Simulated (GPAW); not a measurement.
Wanted: an ASE script for a GPAW 26.7.0 run.

| Quantity | Value |
| --- | --- |
| Task | band structure |
| Functional | optB88-vdW |
| Potentials or basis | GPAW PAW data sets (gpaw-data 1.2.1) |
| Cutoff | 600 eV |
| Basis | pw |
| k mesh | 7 × 7 × 6 |
| Occupations | fermi-dirac, width 0.05 eV |
| Spin | spin-orbit coupling, no magnetisation |
| Maxiter | 150 |
| older calculator (legacy_gpaw) | yes |
| Band path | GMKGALHA,LM,KH |
| Band points | 60 |
| spin axis theta (degrees) | 54.7 |
| spin axis phi (degrees) | 45 |
| Soc after scf | second variation |

The structure of MoP lies in MoP.xyz:

```xyz
2
Lattice="3.2230000000 0.0000000000 0.0000000000 -1.6115000000 2.7911998764 0.0000000000 0.0000000000 0.0000000000 3.1910000000" Properties=species:S:1:pos:R:3 pbc="T T T"
Mo     0.0000000000      0.0000000000      0.0000000000
P     -0.0000000002      1.8607999177      1.5955000000
```

The input as run:

run.py

```python
import numpy as np
from ase.dft.bandgap import bandgap
from ase.io import read, write
from gpaw import GPAW, PW
from gpaw.spinorbit import soc_eigenstates

atoms = read('MoP.xyz')

calc = GPAW(mode=PW(600),
            xc={'name': 'optB88-vdW', 'backend': 'libvdwxc'},
            kpts={'size': (7, 7, 6), 'gamma': True},
            occupations={'name': 'fermi-dirac', 'width': 0.05},
            nbands=20,
            convergence={'density': 1e-05, 'energy': 1e-05},
            maxiter=150,
            legacy_gpaw=True,
            txt='gpaw.txt')
atoms.calc = calc
energy = atoms.get_potential_energy()
forces = atoms.get_forces()
calc.write('gs.gpw')
write('result.traj', atoms)
print(f'Energy: {energy:.6f} eV')
print('Forces (eV/A):')
print(forces.round(4))
print('Fermi level:', round(calc.get_fermi_level(), 4), 'eV')
print(f'Gap: {bandgap(calc)[0]:.4f} eV, direct: {bandgap(calc, direct=True)[0]:.4f} eV')

path = atoms.cell.bandpath('GMKGALHA,LM,KH', npoints=60, eps=1e-4)
bs_calc = calc.fixed_density(kpts=path, symmetry='off', nbands=30,
                             convergence={'bands': 'CBM+6.0', 'eigenstates': 1e-6}, txt='bands.txt')
bs = bs_calc.band_structure()
bs.write('bs.json')
print(f'Gap on the path: {bandgap(bs_calc)[0]:.4f} eV')

soc = soc_eigenstates(bs_calc, theta=54.7, phi=45)
np.savetxt('soc_bands.dat', soc.eigenvalues(), fmt='%.4f')
mesh = soc_eigenstates('gs.gpw', theta=54.7, phi=45)
np.savetxt('soc_mesh.dat', mesh.eigenvalues(), fmt='%.4f')
print('Fermi level with spin-orbit coupling:', round(mesh.fermi_level, 4), 'eV')
```

Potentials or basis: GPAW PAW data sets (gpaw-data 1.2.1), pw.

The run is started by

```bash
$ OMP_NUM_THREADS=1 python run.py
```

It gave:

| Property | Result |
| --- | --- |
| Band gap along the path | none (metal or under the smearing width) |

Caveat: spin-orbit coupling was added after a scalar SCF, so levels and gaps hold it while energy, forces, pressure and moments don't; this program's spin-orbit splittings come out too wide for heavy elements; the PAW data sets were made with another functional, which shifts forces and pressure a little.

Run time: 17 s on 1 thread of Intel(R) Xeon(R) CPU @ 2.80GHz (Skylake/Cascade Lake) (shared host), peak memory 0.25 GiB.
